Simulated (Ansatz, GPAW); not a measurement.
**Ballistic transport through a Na chain with CO on top of one atom, from relaxation to T(E)**

Aim: the conductance of a Na chain with CO on top of one atom after relaxation, and whether geometry, basis or functional moves it most.

Main program and level: GPAW 26.7.0 and Ansatz 0.2.0; Ansatz plane waves; relaxation of the junction with the lead ends held, in the first sound run; inputs show where later runs differ.

Most raw output is cut from this account.

## Step 1: Starting point

The cell holds 17 atoms: 15 Na, 1 C and 1 O. Cell: a = 9.000 Å, b = 9.000 Å, c = 49.500 Å, α = 90.0°, β = 90.0°, γ = 90.0°. Regions: left lead, 7 atoms (7 Na); channel, 3 atoms (1 Na, 1 C and 1 O); right lead, 7 atoms (7 Na). Vacuum lies along a and b. The structure is stacked along c, and the current runs across the ab planes.

## Step 2: Relaxation

Transmission follows bond lengths closely, so the atoms between the held lead ends are relaxed first, from a slightly shaken start that lets symmetry break.

File input.yaml:

```yaml
crystal:
  lattice:
    - [9.0, 0.0, 0.0]
    - [0.0, 9.0, 0.0]
    - [0.0, 0.0, 49.5]
  atoms:
    - { symbol: Na, position: [0.5, 0.5, 0.0333333333] }
    - { symbol: Na, position: [0.5, 0.5, 0.1] }
    - { symbol: Na, position: [0.5, 0.5, 0.1666666667] }
    - { symbol: Na, position: [0.5, 0.5, 0.2333333333] }
    - { symbol: Na, position: [0.5, 0.5, 0.3] }
    - { symbol: Na, position: [0.5036708748, 0.5011281043, 0.3663394112] }
    - { symbol: Na, position: [0.4957991938, 0.4936845958, 0.4333446293] }
    - { symbol: Na, position: [0.4972981097, 0.4970928135, 0.499865473] }
    - { symbol: C, position: [0.7269605129, 0.4924107239, 0.5005606949] }
    - { symbol: O, position: [0.84926607, 0.506198747, 0.5003579201] }
    - { symbol: Na, position: [0.4984271849, 0.5044766551, 0.5666792645] }
    - { symbol: Na, position: [0.5023030699, 0.5003574236, 0.6339978978] }
    - { symbol: Na, position: [0.5, 0.5, 0.7] }
    - { symbol: Na, position: [0.5, 0.5, 0.7666666667] }
    - { symbol: Na, position: [0.5, 0.5, 0.8333333333] }
    - { symbol: Na, position: [0.5, 0.5, 0.9] }
    - { symbol: Na, position: [0.5, 0.5, 0.9666666667] }
kpoints:
  mp_grid: { grid: [1, 1, 2] }
hamiltonian:
  xc: pbe
scf:
  occupations: { method: fermi_dirac, width: 0.1 }
relax:
  f_tol: 0.03
  max_steps: 80
  constraints: [{ sites: [0, 1, 2, 3, 4, 12, 13, 14, 15, 16] }]
```

Run with:

```console
ansatz run input.yaml --threads 4 --pin off --max-ram 8192MiB --backend cpu --events-out ev --progress --plain --runs-dir out
```

Elapsed: 4.8 min, on 4 threads of Intel Xeon Platinum 8488C (Sapphire Rapids), shared host; peak memory 3.9 GiB.

This run has no spin polarisation although its electron count is odd.

Step by step (22 of 41):

| step | energy less that of the first step (eV) | largest force component (eV/Å) |
| --- | --- | --- |
| 1 | 0.0000 | 4.8834 |
| 3 | -0.4832 | 0.6849 |
| 5 | -0.5487 | 1.2800 |
| 7 | -0.6332 | 0.8263 |
| 9 | -0.6846 | 0.0972 |
| 11 | -0.6729 | 1.4386 |
| 12 | -0.6927 | 0.6513 |
| 14 | -0.6995 | 0.0166 |
| 16 | -0.7040 | 0.0912 |
| 18 | -0.7060 | 0.0381 |
| 20 | -0.7073 | 0.1176 |
| 22 | -0.7083 | 0.1046 |
| 24 | -0.7106 | 0.1978 |
| 26 | -0.7134 | 0.2783 |
| 28 | -0.7151 | 0.5512 |
| 30 | -0.7201 | 0.0592 |
| 31 | -0.7207 | 0.2973 |
| 33 | -0.7240 | 0.0418 |
| 35 | -0.7257 | 0.0449 |
| 37 | -0.7255 | 0.0441 |
| 39 | -0.7268 | 0.0317 |
| 41 | -0.7276 | 0.0107 |

Relaxation steps 11, 21, 28, 37 were tried and not accepted.

The atoms that moved most (Å):

| atom | dx | dy | dz | length |
| --- | --- | --- | --- | --- |
| O10 | 1.553 | -0.396 | 2.023 | 2.581 |
| C9 | 1.874 | -0.609 | 1.245 | 2.331 |
| Na8 | 1.601 | -0.604 | 0.046 | 1.712 |
| Na11 | -0.603 | 0.021 | -0.660 | 0.894 |
| Na7 | -0.455 | 0.205 | 0.670 | 0.835 |
| Na12 | 0.092 | -0.090 | -0.427 | 0.446 |
| Na6 | 0.074 | -0.049 | 0.400 | 0.410 |

Final coordinates:

```cif
data_structure
_symmetry_space_group_name_H-M 'P 1'
_symmetry_Int_Tables_number 1
_cell_length_a 9.0000
_cell_length_b 9.0000
_cell_length_c 49.5000
_cell_angle_alpha 90.000
_cell_angle_beta 90.000
_cell_angle_gamma 90.000
_cell_volume 4009.50
loop_
_atom_site_label
_atom_site_type_symbol
_atom_site_fract_x
_atom_site_fract_y
_atom_site_fract_z
_atom_site_occupancy
Na1 Na 0.50000 0.50000 0.03333 1
Na2 Na 0.50000 0.50000 0.10000 1
Na3 Na 0.50000 0.50000 0.16667 1
Na4 Na 0.50000 0.50000 0.23333 1
Na5 Na 0.50000 0.50000 0.30000 1
Na6 Na 0.51185 0.49572 0.37442 1
Na7 Na 0.44521 0.51646 0.44687 1
Na8 Na 0.67520 0.42997 0.50079 1
C9 C 0.93518 0.42471 0.52571 1
O10 O 0.02182 0.46224 0.54123 1
Na11 Na 0.43146 0.50680 0.55335 1
Na12 Na 0.51258 0.49040 0.62537 1
Na13 Na 0.50000 0.50000 0.70000 1
Na14 Na 0.50000 0.50000 0.76667 1
Na15 Na 0.50000 0.50000 0.83333 1
Na16 Na 0.50000 0.50000 0.90000 1
Na17 Na 0.50000 0.50000 0.96667 1
```

Numbers from this step:

| Quantity | Value |
| --- | --- |
| free energy | -23104.7108 eV |
| smearing term TS | 0.3270 eV |
| symmetry operations | 1 |

The relaxation lowered the energy of the cell by 0.728 eV.

## Step 3: Plane-wave reference (PBE)

A plane-wave run comes first: its basis does not favour the atoms, so it serves as the reference for the orbital bases.

This step: Ansatz plane waves; Landauer transmission by layers, zero bias (Ansatz 0.2.0).

File input.yaml:

```yaml
crystal:
  lattice:
    - [9.0, 0.0, 0.0]
    - [0.0, 9.0, 0.0]
    - [0.0, 0.0, 49.5]
  atoms:
    - { symbol: Na, position: [0.5, 0.5, 0.0333333333] }
    - { symbol: Na, position: [0.5, 0.5, 0.1] }
    - { symbol: Na, position: [0.5, 0.5, 0.1666666667] }
    - { symbol: Na, position: [0.5, 0.5, 0.2333333333] }
    - { symbol: Na, position: [0.5, 0.5, 0.3] }
    - { symbol: Na, position: [0.511852626, 0.4957208985, 0.3744209833] }
    - { symbol: Na, position: [0.4452095351, 0.5164583332, 0.4468707606] }
    - { symbol: Na, position: [0.6751965523, 0.429965184, 0.5007940514] }
    - { symbol: C, position: [0.9351832357, 0.4247121483, 0.5257133363] }
    - { symbol: O, position: [1.0218226134, 0.462243401, 0.5412320924] }
    - { symbol: Na, position: [0.431460862, 0.5068046586, 0.5533542877] }
    - { symbol: Na, position: [0.5125785446, 0.4903990688, 0.6253696733] }
    - { symbol: Na, position: [0.5, 0.5, 0.7] }
    - { symbol: Na, position: [0.5, 0.5, 0.7666666667] }
    - { symbol: Na, position: [0.5, 0.5, 0.8333333333] }
    - { symbol: Na, position: [0.5, 0.5, 0.9] }
    - { symbol: Na, position: [0.5, 0.5, 0.9666666667] }
kpoints:
  mp_grid: { grid: [1, 1, 2] }
hamiltonian:
  xc: pbe
scf:
  occupations: { method: fermi_dirac, width: 0.1 }
output:
  transmission:
    leads: [[0, 1]]
    e_range: [-2, 2]
    de: 0.025
    kmesh: [1, 1]
    reduced_basis: true
  write_potential: true
  write_density: true
  volumetric_format: npy
  elf: true
```

Run time: 97 s. Hardware: 4 threads; peak memory 3.9 GiB.

Numbers from this step:

```yaml
free_energy: -23104.7121 eV
lead_level: 0 eV from the Fermi level
transmission_at_the_fermi_level_one_spin: 0.9831
open_channels_of_the_lead_at_the_fermi_level_one_spin: 1
step_of_the_potential_along_the_lead: 1.9 meV
offset_of_the_lead: 0 Å
filling_of_the_lead_less_its_bulk_value_in_size: 9.4 meV
conductance: 0.9819 G₀
```

One spin. Table of transmission, zone mean by energy, zero at the Fermi level:

energy (eV), transmission, zone mean and a bar:
```
   -2.000       0.00 
   -1.900       0.00 
   -1.800       0.00 
   -1.700       0.00 
   -1.600       0.00 
   -1.500       0.00 
   -1.400       0.00 
   -1.300       0.00 
   -1.200       0.00 
   -1.100       0.00 
   -1.000       0.00 
   -0.900       0.00 
   -0.850       0.84 #############
   -0.800       0.42 ######
   -0.700       0.38 ######
   -0.600       0.67 ##########
   -0.500       0.96 ###############
   -0.450       1.00 ###############
   -0.400       0.99 ###############
   -0.300       0.95 ###############
   -0.200       0.95 ###############
   -0.100       0.97 ###############
    0.000       0.98 ###############
    0.100       0.99 ###############
    0.200       0.98 ###############
    0.300       0.93 ##############
    0.400       0.76 ############
    0.450       0.94 ###############
    0.500       0.00 
    0.600       0.30 #####
    0.700       0.65 ##########
    0.800       0.81 #############
    0.900       0.89 ##############
    1.000       0.91 ##############
    1.050       0.91 ##############
    1.100       0.91 ##############
    1.200       0.88 ##############
    1.300       0.81 #############
    1.400       0.68 ##########
    1.500       0.41 ######
    1.600       0.01 
    1.700       0.69 ###########
    1.800       1.37 #####################
    1.900       1.44 ######################
    2.000       1.94 ##############################
```

One spin. Table of open channels, zone mean by energy, zero at the Fermi level:

| energy (eV) | open channels, zone mean |
| --- | --- |
| -0.900 | 0 |
| -0.800 | 1 |
| -0.700 | 1 |
| -0.600 | 1 |
| -0.500 | 1 |
| -0.400 | 1 |
| -0.300 | 1 |
| -0.200 | 1 |
| -0.100 | 1 |
| 0.000 | 1 |
| 0.100 | 1 |
| 0.200 | 1 |
| 0.300 | 1 |
| 0.400 | 1 |
| 0.500 | 1 |
| 0.600 | 1 |
| 0.700 | 1 |
| 0.800 | 1 |
| 0.900 | 1 |
| 1.000 | 1 |
| 1.100 | 1 |
| 1.200 | 1 |
| 1.300 | 1 |
| 1.400 | 1 |
| 1.500 | 1 |
| 1.600 | 1 |
| 1.700 | 1 |
| 1.800 | 3 |
| 1.900 | 3 |
| 2.000 | 3 |

Crystal 0, spin -, k parallel (0, 0); distinct values, listed up to 1.5 1/Å. Im kz of the slowest decaying states against energy, zero at the Fermi level:

| energy (eV) | decay 1 (Å⁻¹) | decay 2 (Å⁻¹) | decay 3 (Å⁻¹) | decay 4 (Å⁻¹) |
| --- | --- | --- | --- | --- |
| -2.0000 | 0.530 | 1.02 | 1.02 | 1.08 |
| -1.7500 | 0.467 | 0.982 | 0.982 | 1.05 |
| -1.5000 | 0.394 | 0.947 | 0.947 | 1.02 |
| -1.2500 | 0.304 | 0.910 | 0.910 | 0.990 |
| -1.0000 | 0.170 | 0.871 | 0.958 | 1.04 |
| -0.7500 | 0.831 | 0.831 | 0.924 | 1.01 |
| -0.5000 | 0.789 | 0.789 | 0.889 | 0.977 |
| -0.2500 | 0.745 | 0.745 | 0.853 | 0.942 |
| 0.0000 | 0.697 | 0.697 | 0.814 | 0.907 |
| 0.2500 | 0.647 | 0.647 | 0.774 | 0.870 |
| 0.5000 | 0.592 | 0.592 | 0.732 | 0.831 |
| 0.7500 | 0.531 | 0.531 | 0.686 | 0.791 |
| 1.0000 | 0.462 | 0.462 | 0.638 | 0.748 |
| 1.2500 | 0.382 | 0.382 | 0.585 | 0.703 |
| 1.5000 | 0.278 | 0.278 | 0.527 | 0.655 |
| 1.7500 | 0.0972 | 0.0973 | 0.461 | 0.602 |
| 2.0000 | 0.384 | 0.545 | 0.782 | 0.860 |

Crystal 0, spin -, k parallel (0, 0). Re kz of states that move upwards against energy, zero at the Fermi level:

| energy (eV) | channel 1 (Å⁻¹) | channel 2 (Å⁻¹) | channel 3 (Å⁻¹) |
| --- | --- | --- | --- |
| -0.900 | - | - | - |
| -0.800 | 0.149 | - | - |
| -0.700 | 0.219 | - | - |
| -0.600 | 0.271 | - | - |
| -0.500 | 0.315 | - | - |
| -0.400 | 0.354 | - | - |
| -0.300 | 0.389 | - | - |
| -0.200 | 0.421 | - | - |
| -0.100 | 0.451 | - | - |
| 0.000 | 0.479 | - | - |
| 0.100 | 0.505 | - | - |
| 0.200 | 0.531 | - | - |
| 0.300 | 0.555 | - | - |
| 0.400 | 0.578 | - | - |
| 0.500 | 0.601 | - | - |
| 0.600 | 0.623 | - | - |
| 0.700 | 0.644 | - | - |
| 0.800 | 0.664 | - | - |
| 0.900 | 0.685 | - | - |
| 1.000 | 0.704 | - | - |
| 1.100 | 0.723 | - | - |
| 1.200 | 0.742 | - | - |
| 1.300 | 0.761 | - | - |
| 1.400 | 0.779 | - | - |
| 1.500 | 0.797 | - | - |
| 1.600 | 0.816 | - | - |
| 1.700 | 0.834 | - | - |
| 1.800 | 0.0644 | 0.0646 | 0.852 |
| 1.900 | 0.177 | 0.177 | 0.871 |
| 2.000 | 0.242 | 0.242 | 0.892 |

Table of electrostatic potential energy of an electron (with the applied field's), less the Fermi level, planar mean by z:

| z (Å) | electrostatic potential energy of an electron (with the applied field's), less the Fermi level, planar mean (eV) |
| --- | --- |
| 0 | 2.91 |
| 1 | 2.47 |
| 2 | 1.98 |
| 3 | 2.87 |
| 4 | 2.71 |
| 5 | 1.60 |
| 6 | 2.77 |
| 7 | 2.85 |
| 8 | 1.80 |
| 9 | 2.57 |
| 10 | 2.90 |
| 11 | 2.34 |
| 12 | 2.17 |
| 13 | 2.90 |
| 14 | 2.65 |
| 15 | 1.64 |
| 16 | 2.80 |
| 17 | 2.91 |
| 18 | 2.24 |
| 19 | 2.10 |
| 20 | 2.84 |
| 21 | 2.71 |
| 22 | 1.46 |
| 23 | 2.35 |
| 24 | 2.28 |
| 25 | 1.42 |
| 26 | 1.18 |
| 27 | 0.953 |
| 28 | 2.27 |
| 29 | 2.85 |
| 30 | 2.63 |
| 31 | 1.52 |
| 32 | 2.72 |
| 33 | 2.94 |
| 34 | 2.44 |
| 35 | 1.96 |
| 36 | 2.88 |
| 37 | 2.72 |
| 38 | 1.60 |
| 39 | 2.76 |
| 40 | 2.84 |
| 41 | 1.80 |
| 42 | 2.57 |
| 43 | 2.90 |
| 44 | 2.34 |
| 45 | 2.16 |
| 46 | 2.89 |
| 47 | 2.65 |
| 48 | 1.66 |
| 49 | 2.81 |

The valence density, planar mean oscillates, so the rows of the table below give means over windows of 3.3 Å about each position, cut where the curve ends. Its first 14 maxima inside the range that stand out by 2 % of the span (Å: e/Å³): 1.6: 0.142, 5.0: 0.142, 8.2: 0.142, 11.6: 0.142, 14.8: 0.142, 18.6: 0.141, 22.1: 0.142, 24.8: 0.144, 27.4: 0.166, 30.9: 0.141, 34.6: 0.142, 38.0: 0.142, 41.2: 0.142, 44.5: 0.142. Its minima: 3.4: 0.00433, 6.5: 0.00435, 10.0: 0.00431, 13.1: 0.00442, 16.6: 0.00362, 20.1: 0.00385, 23.5: 0.00505, 25.4: 0.0347, 29.3: 0.00386, 32.9: 0.00359, 36.4: 0.00443, 39.5: 0.00431, 43.0: 0.00435, 46.1: 0.00433.

Table of valence density, planar mean by z; means over each step:

| z (Å) | valence density, planar mean (e/Å³) |
| --- | --- |
| 1.65 | 0.0337 |
| 4.95 | 0.0337 |
| 8.25 | 0.0337 |
| 11.55 | 0.0337 |
| 14.85 | 0.0335 |
| 18.15 | 0.0332 |
| 21.45 | 0.0337 |
| 24.75 | 0.0496 |
| 28.05 | 0.0562 |
| 31.35 | 0.0333 |
| 34.65 | 0.0335 |
| 37.95 | 0.0337 |
| 41.25 | 0.0337 |
| 44.55 | 0.0337 |
| 47.85 | 0.0349 |

ELF in the ca plane at fractional y = 0.425, with atoms of Na and C within 0.2 Å of it. It is the smooth field of the valence electrons, not physical close to the nuclei.

Ten even steps from '0' (0.00) to '9' (0.98), each cell a mean:
```
11111111111222100004898448776310000012211111
22111111111233100004999525653100000122222221
33332221112344310002799976521000000233443333
55544332223456531000269998510000002355555555
77666554444567762000003676310000134667777776
88777766666778972002320022100012456777788888
87656678777889982025553001223346677765678999
74212478888899982035245103567778887421137999
41000038999888994025554016888889984100003799
10010016998543587202331048755689972001101599
00343005995100137620001475200148961035410398
01454105972000004875346861000016960146520388
00343006961012102799889830132004971024410498
10010027960012101799999720144103883001101698
51000169961001001799888610122003897200014899
85323689983000003788777620000015999742357999
88777899996310125776544421000027999887788999
88778889998654467643110000000136899888888888
66667778888877776310000000000002578877776666
44455566778888763100000011110000135666555444
33333344566777631000000135653000002344433333
11122223345565310000001367886300000223222211
11111111223444200000233577887410000112111111
11111111112333100002676677687510000011111111
```
Columns run along c (16.0 Å, from fractional 0.35 to 0.67 of the cell), rows up along a (9.0 Å). Atoms in or near the plane, at fractional coordinates: Na at (0.50, 0.68), C at (0.53, 0.94).

Valence density in the ca plane at fractional y = 0.425, with atoms of Na and C within 0.2 Å of it. It is the smooth field of the valence electrons, not physical close to the nuclei.

Values in units of 1e0 e/Å³, 13 rows by 16 columns, each cell a mean:
```
0.0 0.0 0.0 0.0 0.0 0.0 0.1 1.4 1.8 0.2 0.0 0.0 0.0 0.0 0.0 0.0
0.0 0.0 0.0 0.0 0.0 0.0 0.1 1.0 0.4 0.0 0.0 0.0 0.0 0.0 0.0 0.0
0.0 0.0 0.0 0.0 0.0 0.0 0.1 0.1 0.1 0.0 0.0 0.0 0.0 0.0 0.0 0.0
0.0 0.0 0.0 0.0 0.0 0.2 6.2 0.3 0.0 0.0 0.0 0.0 0.0 0.0 0.0 0.0
0.0 0.0 0.0 0.0 0.0 0.2 8.2 0.4 0.0 0.0 0.0 0.0 0.0 0.0 0.0 0.0
0.4 0.0 0.0 0.0 0.0 0.0 0.2 0.1 0.0 0.0 0.0 0.0 0.5 0.1 0.0 0.0
0.7 0.0 0.0 0.1 0.1 0.0 0.0 0.0 0.1 0.2 0.0 0.0 1.0 0.2 0.0 0.1
0.1 0.0 0.0 0.1 0.1 0.0 0.0 0.0 0.2 0.3 0.0 0.0 0.1 0.0 0.0 0.0
0.0 0.0 0.0 0.0 0.0 0.0 0.0 0.0 0.0 0.0 0.0 0.0 0.0 0.0 0.0 0.0
0.0 0.0 0.0 0.0 0.0 0.0 0.0 0.0 0.0 0.0 0.0 0.0 0.0 0.0 0.0 0.0
0.0 0.0 0.0 0.0 0.0 0.0 0.0 0.0 0.0 0.0 0.0 0.0 0.0 0.0 0.0 0.0
0.0 0.0 0.0 0.0 0.0 0.0 0.0 0.1 0.7 0.1 0.0 0.0 0.0 0.0 0.0 0.0
0.0 0.0 0.0 0.0 0.0 0.0 0.0 0.6 3.4 0.4 0.0 0.0 0.0 0.0 0.0 0.0
```
Columns run along c (16.0 Å, from fractional 0.37 to 0.70 of the cell), rows up along a (9.0 Å). Atoms in or near the plane, at fractional coordinates: Na at (0.50, 0.68), C at (0.53, 0.94).

Electrostatic potential energy in the ca plane at fractional y = 0.425, with atoms of Na and C within 0.2 Å of it. With pseudopotentials it is smooth inside the atoms' cores, unlike the true potential.

Ten even steps from '0' (-19 eV) to '9' (1 eV), each cell a mean:
```
99999999999999999999971000048999999999999999
99999999999999999999971000489999999999999999
99999999999999999999984001689999999999999999
99999999999999999988887656899999999999999999
99999999999999999887778888999999999999999999
99999999999999998864336889999999999999999999
99999999999999998740002789999999999999999999
99988999999999998730001689999999999998899999
98878899999999998740002689999999999887788999
87666789999999998874236789999999998765678999
86323689999888888887778888888899998641257899
86202688998776788999899988766789998620057899
86424689998755678999999987644688998742367899
87666789998754578999999987523578998876678999
98888899998766678999999987645688999888889999
99999999999877889999999998777789999999999999
99999999999988899999999998888899999999999999
99999999999999999999999999999999999999999999
99999999999999999999999999999999999999999999
99999999999999999999999999999999999999999999
99999999999999999999999999999999999999999999
99999999999999999999999985479999999999999999
99999999999999999999998740018999999999999999
99999999999999999999985200007999999999999999
```
Columns run along c (16.0 Å, from fractional 0.35 to 0.67 of the cell; values clipped at the 3rd and 97th percentile), rows up along a (9.0 Å). Atoms in or near the plane, at fractional coordinates: Na at (0.50, 0.68), C at (0.53, 0.94).

T at the Fermi level is 0.983 of 1 open channels a spin.

(Continued in part 2 of 3.)

[Logs are printed without paths, hosts, clocks, repeated set-up lines and the standing remarks that a program may print on its own settings, such as how far it seeks lower states.]

[Hosts, paths, dates, database ids (printed as entryN), source tags and the programs' standing remarks are cut or masked in the printed files.]
